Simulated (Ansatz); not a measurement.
**CaF2 (fluorite type) under strong compression**

```xyz
3
Lattice="0.0000 2.7555 2.7555 2.7555 0.0000 2.7555 2.7555 2.7555 0.0000" Properties=species:S:1:pos:R:3 pbc="T T T"
Ca    0.0000    0.0000    0.0000
F     1.3777    1.3777    1.3777
F     4.1332    4.1332    4.1332
```

The cell comes from a relaxation on PAW files under the same functional, begun from a prototype that needn't be the stable phase.

Its volume is scaled at fixed shape and fractional positions.

Level of theory: DFT with PBE, scalar-relativistic, in Ansatz 0.2.0; a Γ-centred 10×10×10 k mesh, Fermi–Dirac smearing of 0.1 eV, no spin polarisation. LAPW: all electrons, basis error target 1 meV/atom; PAW: frozen-core files, cutoff 420 eV; crystal datasets: all electrons, by PAW datasets that the program makes for each cell; norm-conserving: pseudopotentials, cutoff 1320 eV; PAW (partial waves polarizable): frozen-core files, cutoff 420 eV.

Energies are extrapolated to zero smearing and count from the unscaled cell; pressure is positive in compression; gaps take the mesh and a band path. No temperature or zero-point motion is included.

| V/V0 | V (Å³/atom) | P LAPW (GPa) | ΔE LAPW (eV/atom) | P PAW − LAPW (GPa) | ΔE PAW − LAPW (meV/atom) | gap (eV) |
| --- | --- | --- | --- | --- | --- | --- |
| 1.00 | 13.95 | -0.02 | 0.000 | 0.03 | 0.0 | 7.14 |
| 0.94 | 13.11 | 5.48 | 0.013 | 0.03 | 0.2 | – |
| 0.88 | 12.27 | ? | ? | ? | ? | ? |
| 0.80 | 11.16 | 28.5 | 0.202 | 0.01 | 0.4 | – |
| 0.72 | 10.04 | 53.2 | 0.479 | -0.03 | 0.4 | – |
| 0.62 | 8.65 | 108.2 | 1.156 | -0.11 | -0.2 | 9.27 |

Problem. Fit the Vinet equation to the LAPW pressures shown (residuals weighted by 1/(|P| + 0.03·Pmax)), and predict the pressure of the withheld row.

Solution. The fit gives V0 = 13.94 Å³/atom, B0 = 76.1 GPa and B0′ = 4.83. At 12.27 Å³/atom, x = (V/V0)^(1/3) = 0.9584, and P = 3·B0·(1 − x)/x²·exp[1.5·(B0′ − 1)·(1 − x)] = 13.14 GPa. The run itself gave 13.16 GPa (-0.2 % off) and ΔE = 0.061 eV/atom.

Problem. From the table, what is the rise of the enthalpy H = E + pV up to the last row, and how stiff is the crystal between the last two rows?

Solution. ΔH = 1.156 eV + (108.2 GPa × 8.65 Å³ + 0.02 GPa × 13.95 Å³) × 0.006242 eV/(GPa·Å³) = 7.00 eV/atom, of which pV makes 83 %. The mean bulk modulus there is −ΔP/Δln V = 368 GPa.

Problem. At the smallest volume, how far do crystal datasets and norm-conserving and PAW (partial waves polarizable) lie from LAPW in pressure?

Solution. crystal datasets: +0.01 GPa; norm-conserving: -0.26 GPa; PAW (partial waves polarizable): -0.11 GPa, on a LAPW pressure of 108.2 GPa.
